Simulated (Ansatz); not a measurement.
**CoO: band structure with LDA**

CoO:

```
CELL_PARAMETERS angstrom
0.00000 2.13150 2.13150
2.13150 0.00000 2.13150
2.13150 2.13150 0.00000
ATOMIC_POSITIONS crystal
Co 0.00000 0.00000 0.00000
O 0.50000 0.50000 0.50000
```

- Program: Ansatz 0.2.0
- Task: band structure
- Functional: LDA
- Potentials or basis: all-electron LAPW, scalar-relativistic
- Cutoff: 359 eV (chosen from the basis error)
- Basis error allowed: 0.001 eV/atom
- k mesh: 11 × 11 × 11
- Occupations: fermi-dirac, width 0.05 eV
- Spin: collinear spin, ferromagnetic start
- Starting moments: [2.0, 0.0] μB

The pressure is -19.3 GPa and the band gap along the path is none (metal or under the smearing width). The net moment is 2.88 μB per cell and the absolute moment is 2.89 μB per cell. The site moments are Co +2.52; O +0.34 μB.

Levels at the corners of the path, in eV from the Fermi level:
Spin up:
```csv
point,band 11,band 12,band 13,band 14,band 15,band 16,band 17,band 18
Γ,-3.12,-3.11,-3.11,-3.11,0.80,16.48,17.77,17.77
X,-2.75,-2.23,-2.08,-2.08,5.53,9.46,11.42,15.33
W,-2.33,-2.33,-2.07,-1.28,7.74,9.67,9.67,12.38
K,-2.20,-1.96,-1.93,-1.24,7.09,9.39,9.46,14.66
Γ,-3.12,-3.11,-3.11,-3.11,0.80,16.48,17.77,17.77
L,-2.35,-1.84,0.13,0.13,4.78,9.00,13.05,13.05
U,-2.20,-1.96,-1.93,-1.24,7.09,9.39,9.46,14.66
W,-2.33,-2.33,-2.07,-1.28,7.74,9.67,9.67,12.38
```
Spin down:
```tsv
point	band 7	band 8	band 9	band 10	band 11	band 12	band 13	band 14	band 15	band 16
Γ	-2.74	-2.74	-2.74	-1.10	-1.10	-1.10	-0.39	-0.39	1.36	16.56
X	-6.55	-3.99	-3.99	-2.26	0.08	0.18	0.18	0.58	6.29	10.00
W	-5.75	-5.75	-5.23	-0.38	-0.38	0.18	0.47	1.21	8.57	10.29
K	-6.17	-5.81	-4.50	-1.04	0.02	0.18	0.73	1.20	7.83	10.01
Γ	-2.74	-2.74	-2.74	-1.10	-1.10	-1.10	-0.39	-0.39	1.36	16.56
L	-7.76	-4.87	-4.87	-0.11	-0.11	0.19	2.35	2.35	5.16	9.78
U	-6.17	-5.81	-4.50	-1.04	0.02	0.18	0.73	1.20	7.83	10.01
W	-5.75	-5.75	-5.23	-0.38	-0.38	0.18	0.47	1.21	8.57	10.29
```

It took 13 s on 2 threads of Arm Neoverse V2, on a shared host, peak memory 0.42 GiB.

Caveat: a cell with one magnetic atom can't hold antiferromagnetic order, which such compounds often take; semilocal functionals often make such compounds metallic where correlation or magnetic order opens a gap, which also shifts bond lengths.
